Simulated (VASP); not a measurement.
# AlPt (P2_13) in VASP: a series of runs

Runs on AlPt. Level: PBEsol+U. Tasks: single point.

Program: VASP 6.6.1. These are calculated values, not measurements. Logs are shortened: lines on timing, memory, paths and dates and some standing lists are left out, and cuts for length are marked.

### Step 1. The crystal as given

It takes space group P2_13 (No. 198, cubic). The conventional cell has a = 4.879 Å, b = 4.879 Å, c = 4.879 Å, α = 90.00°, β = 90.00°, γ = 90.00°. Pt (site symmetry 3) has 7 Al at 2.60 to 2.63 Å as nearest neighbours. Al (site symmetry 3) is surrounded by 7 Pt at 2.60 to 2.63 Å.

The cell is a database's computed one.

### Step 2. Single point, PBEsol+U

INCAR reads:

```
SYSTEM = AlPt
PREC = Accurate
ENCUT = 520
EDIFF = 1E-6
ISMEAR = -1
SIGMA = 0.05
LREAL = .False.
LASPH = .True.
NELM = 60
ALGO = Fast
ISIF = 2
LWAVE = .False.
LCHARG = .False.
LMAXMIX = 4
LDAU = .True.
LDAUTYPE = 2
LDAUL = 2 -1
LDAUU = 5 0
LDAUJ = 0 0
LDAUPRINT = 1
GGA = PS
NBANDS = 36
```

KPOINTS reads:

```
Automatic mesh
0
Gamma
  5 5 5
  0 0 0
```

POSCAR reads:

```
AlPt
1.0
    4.8789320700      0.0000000000      0.0000000000
    0.0000000000      4.8789320700      0.0000000000
    0.0000000000      0.0000000000      4.8789320700
Pt Al
4 4
Direct
    0.8449369400      0.6550630600      0.3449369400
    0.6550630600      0.3449369400      0.8449369400
    0.3449369400      0.8449369400      0.6550630600
    0.1550630600      0.1550630600      0.1550630600
    0.1559679000      0.3440321000      0.6559679000
    0.3440321000      0.6559679000      0.1559679000
    0.6559679000      0.1559679000      0.3440321000
    0.8440321000      0.8440321000      0.8440321000
```

Potentials or basis: VASP PAW PBE potentials, release 64 (Pt, Al).

Run with:

```bash
$ cat potpaw_PBE.64/Pt/POTCAR potpaw_PBE.64/Al/POTCAR > POTCAR
$ mpirun -np 1 vasp_std > vasp.out
```

OUTCAR:

```text
SYSTEM = AlPt
   PREC = Accurate
   ENCUT = 520
   EDIFF = 1E-6
   ISMEAR = -1
   LREAL = .False.
   LASPH = .True.
   NELM = 60
   ISIF = 2
   GGA = PS

 ion  position               nearest neighbor table
   1  0.845  0.655  0.345-   6 2.60   7 2.60   8 2.60   7 2.61   8 2.61   6 2.61   5 2.63   2 3.02
                             2 3.02   3 3.02   4 3.02   3 3.02   4 3.02
   2  0.655  0.345  0.845-   5 2.60   7 2.60   8 2.60   5 2.61   7 2.61   8 2.61   6 2.63   1 3.02
                             1 3.02   3 3.02   3 3.02   4 3.02   4 3.02
   3  0.345  0.845  0.655-   5 2.60   6 2.60   8 2.60   6 2.61   5 2.61   8 2.61   7 2.63   1 3.02
                             4 3.02   2 3.02   2 3.02   1 3.02   4 3.02
   4  0.155  0.155  0.155-   5 2.60   6 2.60   7 2.60   7 2.61   6 2.61   5 2.61   8 2.63   2 3.02
                             3 3.02   1 3.02   3 3.02   1 3.02   2 3.02
   5  0.156  0.344  0.656-   2 2.60   3 2.60   4 2.60   3 2.61   4 2.61   2 2.61   1 2.63   8 3.02
                             6 3.02   6 3.02   8 3.02   7 3.02   7 3.02
   6  0.344  0.656  0.156-   1 2.60   3 2.60   4 2.60   1 2.61   3 2.61   4 2.61   2 2.63   8 3.02
                             5 3.02   5 3.02   7 3.02   7 3.02   8 3.02
   7  0.656  0.156  0.344-   1 2.60   2 2.60   4 2.60   2 2.61   1 2.61   4 2.61   3 2.63   8 3.02
                             8 3.02   5 3.02   6 3.02   6 3.02   5 3.02
   8  0.844  0.844  0.844-   1 2.60   2 2.60   3 2.60   3 2.61   2 2.61   1 2.61   4 2.63   5 3.02
                             6 3.02   7 3.02   7 3.02   5 3.02   6 3.02

  LATTYP: Found a simple cubic cell.
 ALAT       =     4.8789320700

  Lattice vectors:

 A1 = (   4.8789320700,   0.0000000000,   0.0000000000)
 A2 = (   0.0000000000,   4.8789320700,   0.0000000000)
 A3 = (   0.0000000000,   0.0000000000,   4.8789320700)

Analysis of symmetry for initial positions (statically):
=====================================================================
 Subroutine PRICEL returns:
 Original cell was already a primitive cell.

 Routine SETGRP: Setting up the symmetry group for a
 simple cubic supercell.

 Subroutine GETGRP returns: Found 12 space group operations
 (whereof  3 operations were pure point group operations)
[... 280 lines left out ...]
  o =  0.8673  v =  0.0000  0.0000  0.0000  0.0000  0.0000  0.7140 -0.1724 -0.4065 -0.5415  0.0442      0.0000  0.0000  0.0000  0.0000  0.0000  0.0000  0.0000  0.0000  0.0000  0.0000
  o =  0.8673  v = -0.2131  0.7249 -0.0442 -0.5118 -0.4065  0.0000  0.0000  0.0000  0.0000  0.0000      0.0000  0.0000  0.0000  0.0000  0.0000  0.0000  0.0000  0.0000  0.0000  0.0000
  o =  0.8673  v =  0.0000  0.0000  0.0000  0.0000  0.0000 -0.2131  0.7249 -0.0442 -0.5118 -0.4065      0.0000  0.0000  0.0000  0.0000  0.0000  0.0000  0.0000  0.0000  0.0000  0.0000
  o =  0.8761  v = -0.5774 -0.5774  0.0000 -0.5774  0.0000  0.0000  0.0000  0.0000  0.0000  0.0000      0.0000  0.0000  0.0000  0.0000  0.0000  0.0000  0.0000  0.0000  0.0000  0.0000
  o =  0.8761  v =  0.0000  0.0000  0.0000  0.0000  0.0000 -0.5774 -0.5774  0.0000 -0.5774  0.0000      0.0000  0.0000  0.0000  0.0000  0.0000  0.0000  0.0000  0.0000  0.0000  0.0000
  o =  0.8796  v =  0.3105 -0.0489  0.9124 -0.2616 -0.0198  0.0000  0.0000  0.0000  0.0000  0.0000      0.0000  0.0000  0.0000  0.0000  0.0000  0.0000  0.0000  0.0000  0.0000  0.0000
  o =  0.8796  v =  0.0000  0.0000  0.0000  0.0000  0.0000  0.3105 -0.0489  0.9124 -0.2616 -0.0198      0.0000  0.0000  0.0000  0.0000  0.0000  0.0000  0.0000  0.0000  0.0000  0.0000
  o =  0.8796  v =  0.0000  0.0000  0.0000  0.0000  0.0000 -0.1228  0.3303  0.0198 -0.2075  0.9124      0.0000  0.0000  0.0000  0.0000  0.0000  0.0000  0.0000  0.0000  0.0000  0.0000
  o =  0.8796  v = -0.1228  0.3303  0.0198 -0.2075  0.9124  0.0000  0.0000  0.0000  0.0000  0.0000      0.0000  0.0000  0.0000  0.0000  0.0000  0.0000  0.0000  0.0000  0.0000  0.0000

 number of electron      51.9999994 magnetization

 Free energy of the ion-electron system (eV)
  ---------------------------------------------------
  ext. energy  EPLUGINS =         0.00000000
  ---------------------------------------------------
  free energy    TOTEN  =       -39.72257632 eV

  energy without entropy =      -39.70640849  energy(sigma->0) =      -39.71449241

 E-fermi :   9.9768     XC(G=0): -12.2200

 val. band max:        9.9328451559   @ k =   0.2000   0.2000   0.0000
 cond. band min:      10.0861712283   @ k =   0.4000   0.4000   0.0000
 fundamental gap:      0.1533260724
 Fermi energy:         9.9767798343

 k-point     1 :       0.0000    0.0000    0.0000
  band No.  band energies     occupation
      1      -0.8518      2.00000
      2       2.6674      2.00000
      3       2.6674      2.00000
      4       2.6674      2.00000
      5       4.0371      2.00000
      6       4.0371      2.00000
[... 418 lines left out ...]
     35      17.3228      0.00000
     36      17.4997      0.00000

------------------------ aborting loop because EDIFF is reached ----------------------------------------

  FORCE on cell =-STRESS in cart. coord.  units (eV):
  Direction    XX          YY          ZZ          XY          YZ          ZX
  --------------------------------------------------------------------------------------
  -------------------------------------------------------------------------------------
  Total       -6.5757533     -6.5757533     -6.5757533     -0.0000000     -0.0000000      0.0000000
  in kB      -90.7155591    -90.7155591    -90.7155591     -0.0000000     -0.0000000      0.0000000
  external PRESSURE =     -90.7155591 kB  Pullay stress =       0.0000000 kB

 VOLUME and BASIS-vectors are now :
 -----------------------------------------------------------------------------
  energy-cutoff  :      520.00
  volume of cell :      116.14
      direct lattice vectors                 reciprocal lattice vectors
     4.878932070  0.000000000  0.000000000     0.204962886  0.000000000  0.000000000
     0.000000000  4.878932070  0.000000000     0.000000000  0.204962886  0.000000000
     0.000000000  0.000000000  4.878932070     0.000000000  0.000000000  0.204962886

 POSITION                                       TOTAL-FORCE (eV/Angst)
 -----------------------------------------------------------------------------------
      4.12239      3.19601      1.68292         0.029522     -0.029522      0.029522
      3.19601      1.68292      4.12239        -0.029522      0.029522      0.029522
      1.68292      4.12239      3.19601         0.029522      0.029522     -0.029522
      0.75654      0.75654      0.75654        -0.029522     -0.029522     -0.029522
      0.76096      1.67851      3.20042         0.049402     -0.049402      0.049402
      1.67851      3.20042      0.76096        -0.049402      0.049402      0.049402
      3.20042      0.76096      1.67851         0.049402      0.049402     -0.049402
      4.11798      4.11798      4.11798        -0.049402     -0.049402     -0.049402
 -----------------------------------------------------------------------------------
    total drift:                                0.000000      0.000000      0.000000

  FREE ENERGIE OF THE ION-ELECTRON SYSTEM (eV)
  ---------------------------------------------------
  free  energy   TOTEN  =       -39.7225763186 eV

  energy  without entropy=      -39.7064084946  energy(sigma->0) =      -39.71449241
```

stdout:

```text
POSCAR found type information on POSCAR PtAl
 POSCAR found :  2 types and       8 ions
 scaLAPACK will be used
 -----------------------------------------------------------------------------
|                                                                             |
|                                                                             |
|     You enforced a specific xc type in the INCAR file but a different       |
|     I HOPE YOU KNOW WHAT YOU ARE DOING!                                     |
|                                                                             |
 -----------------------------------------------------------------------------

 LDA part: xc-table for (Slater+PW92), standard interpolation
 POSCAR, INCAR and KPOINTS ok, starting setup
 FFT: planning ... GRIDC
 FFT: planning ... GRID_SOFT
 FFT: planning ... GRID
 WAVECAR not read
 entering main loop
```

Run time: 43 s. Hardware: 1 thread of AMD EPYC 7R43 (Zen 3), shared host; peak memory 0.18 GiB.

What came out:

```yaml
Free_energy: -39.7226 eV
Pressure: -9.1 GPa
Largest_force: 0.086 eV/Å
Band_gap_on_the_k_mesh: none (metal or under the smearing width)
```

Forces in eV/Å, atoms in the order of the input:
```
Pt   0.030 -0.030  0.030
Pt  -0.030  0.030  0.030
Pt   0.030  0.030 -0.030
Pt  -0.030 -0.030 -0.030
Al   0.049 -0.049  0.049
Al  -0.049  0.049  0.049
Al   0.049  0.049 -0.049
Al  -0.049 -0.049 -0.049
```

Levels at points of the mesh, in eV from the Fermi level:
| k point | band 24 | band 25 | band 26 | band 27 | band 28 | band 29 |
| --- | --- | --- | --- | --- | --- | --- |
| (0.00, 0.00, 0.00) | -1.97 | -0.51 | -0.51 | -0.51 | 4.19 | 4.19 |

Eigenvalues of the final occupation matrices:
| site | spin | trace | eigenvalues |
| --- | --- | --- | --- |
| site 1 d | 1 | 4.37 | 0.87 0.87 0.88 0.88 0.88 |
| site 1 d | 2 | 4.37 | 0.87 0.87 0.88 0.88 0.88 |
| site 2 d | 1 | 4.37 | 0.87 0.87 0.88 0.88 0.88 |
| site 2 d | 2 | 4.37 | 0.87 0.87 0.88 0.88 0.88 |
| site 3 d | 1 | 4.37 | 0.87 0.87 0.88 0.88 0.88 |
| site 3 d | 2 | 4.37 | 0.87 0.87 0.88 0.88 0.88 |
| site 4 d | 1 | 4.37 | 0.87 0.87 0.88 0.88 0.88 |
| site 4 d | 2 | 4.37 | 0.87 0.87 0.88 0.88 0.88 |

Caveat: the PAW data sets were made with another functional, which shifts forces and pressure a little; U without spin polarisation on a metal has little footing; the U is typed as a test and isn't derived for this compound. Spin-orbit coupling is left out, which matters for the levels of Pt.

### Step 3. Single point, PBEsol+U

Edit INCAR of step 2 so:

```diff
@@ -17,3 +17,3 @@
 LDAUL = 2 -1
-LDAUU = 5 0
+LDAUU = 6 0
 LDAUJ = 0 0
```

KPOINTS is that of step 2.

POSCAR is that of step 2.

Potentials or basis: VASP PAW PBE potentials, release 64 (Pt, Al).

Run with:

```bash
$ cat potpaw_PBE.64/Pt/POTCAR potpaw_PBE.64/Al/POTCAR > POTCAR
$ mpirun -np 1 vasp_std > vasp.out
```

It took 56 s on 1 thread of AMD EPYC 7R43 (Zen 3), shared host; peak memory 0.18 GiB.

The run converged. Its results:

```
Free energy            : -37.6180 eV
Pressure               : -10.9 GPa
Largest force          : 0.107 eV/Å
Band gap on the k mesh : none (metal or under the smearing width)
```

Forces in eV/Å, atoms in the order of the input:
```
Pt   0.029 -0.029  0.029
Pt  -0.029  0.029  0.029
Pt   0.029  0.029 -0.029
Pt  -0.029 -0.029 -0.029
Al   0.062 -0.062  0.062
Al  -0.062  0.062  0.062
Al   0.062  0.062 -0.062
Al  -0.062 -0.062 -0.062
```

Levels at points of the mesh, in eV from the Fermi level:
```
           k point  band 23  band 24  band 25  band 26  band 27  band 28  band 29  band 30
(0.00, 0.00, 0.00)    -2.02    -2.02    -0.61    -0.61    -0.61     4.14     4.14     4.14
```

Eigenvalues of the final occupation matrices:
```
    site  spin  trace               eigenvalues
site 1 d     1   4.44  0.88 0.88 0.89 0.89 0.89
site 1 d     2   4.44  0.88 0.88 0.89 0.89 0.89
site 2 d     1   4.44  0.88 0.88 0.89 0.89 0.89
site 2 d     2   4.44  0.88 0.88 0.89 0.89 0.89
site 3 d     1   4.44  0.88 0.88 0.89 0.89 0.89
site 3 d     2   4.44  0.88 0.88 0.89 0.89 0.89
site 4 d     1   4.44  0.88 0.88 0.89 0.89 0.89
site 4 d     2   4.44  0.88 0.88 0.89 0.89 0.89
```

Caveat: the PAW data sets were made with another functional, which shifts forces and pressure a little; U without spin polarisation on a metal has little footing; the U is typed as a test and isn't derived for this compound. Spin-orbit coupling is left out, which matters for the levels of Pt.
